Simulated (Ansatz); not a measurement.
**ZnS with one atom moved: ³³S NMR of the central transition**

Cell: a computed structure from the Materials Project (it need not be an observed phase), relaxed with PBE at fixed cell and then changed (atom 1 (Zn) moved by 0.15 Å).

```xyz
16
Lattice="3.8051 0.0000 0.0000 -1.9025 3.2953 0.0000 0.0000 0.0000 24.9159" Properties=species:S:1:pos:R:3 pbc="T T T"
Zn    0.0000    2.3469    3.1174
Zn    0.0000    0.0000    0.0040
Zn    1.9025    1.0984   15.5736
Zn    1.9025    1.0984   21.8049
Zn    0.0000    0.0000   18.6875
Zn    0.0000    2.1969   12.4599
Zn    0.0000    0.0000    9.3457
Zn    1.9025    1.0984    6.2322
S     1.9025    1.0984    8.5642
S     1.9025    1.0984   17.9041
S     0.0000    2.1969    5.4500
S     0.0000    0.0000   21.0209
S     1.9025    1.0984   24.1389
S     0.0000    0.0000    2.3353
S     0.0000    2.1969   14.7922
S     0.0000    0.0000   11.6778
```

Atoms are numbered from 1 in the order listed; like atoms form one site, named after its first atom.

Computed with Ansatz: DFT, PBE, plane waves and PAW, scalar-relativistic, 420 eV cutoff, Γ-centred 8×8×2 k-points, Fermi–Dirac smearing 0.02 eV.

³³S has I = 3/2 and Q = -69.40 mb (Pyykkö 2018); at 16.4 T its Larmor frequency is ν₀ = 53.7 MHz. Only the quadrupole interaction is simulated: positions count from each site's isotropic chemical shift, and J coupling is left out, as are shift anisotropy and dipolar coupling, which fast spinning averages.

Task: What does the ³³S spectrum (fast magic-angle spinning) show for each site?

Result: 

| site | first shell | C_Q (MHz) | η | P_Q (MHz) | δ_QIS (ppm) | breadth (kHz) |
| --- | --- | --- | --- | --- | --- | --- |
| S9 | 4 Zn at 2.33 Å | -0.145 | 0.27 | 0.147 | -0.186 | 0.0228 |
| S10 | 4 Zn at 2.33 Å | -0.213 | 0.01 | 0.213 | -0.392 | 0.0453 |
| S11 | 4 Zn at 2.33–2.34 Å | -0.875 | 0.51 | 0.912 | -7.23 | 0.900 |
| S12 | 4 Zn at 2.33 Å | -0.488 | 0.03 | 0.489 | -2.07 | 0.240 |
| S13 | 4 Zn at 2.33 Å | -0.421 | 0.20 | 0.424 | -1.56 | 0.189 |
| S14 | 4 Zn at 2.27–2.47 Å | 2.83 | 0.59 | 2.99 | -77.5 | 9.63 |
| S15 | 4 Zn at 2.33 Å | -0.142 | 0.01 | 0.143 | -0.176 | 0.0204 |
| S16 | 4 Zn at 2.33 Å | -0.149 | 0.00 | 0.149 | -0.192 | 0.0220 |

δ_QIS = −(ν_Q²/30ν₀²)[I(I+1) − 3/4](1 + η²/3) × 10⁶ ppm with ν_Q = 3|C_Q|/[2I(2I−1)]; it falls as 1/B₀² in ppm, and the breadth as 1/B₀ in kHz.

The atoms aren't relaxed after the move (largest force 0.7 eV/Å).

The run took 2.9 min of wall time (2.9 min of CPU time) and 1 GiB at its peak, on 1 thread of Arm Neoverse V1 (aarch64; 8 cores open to the job, memory cap 3.0 GiB, no GPU), a shared host with a load of 0.4 a core.
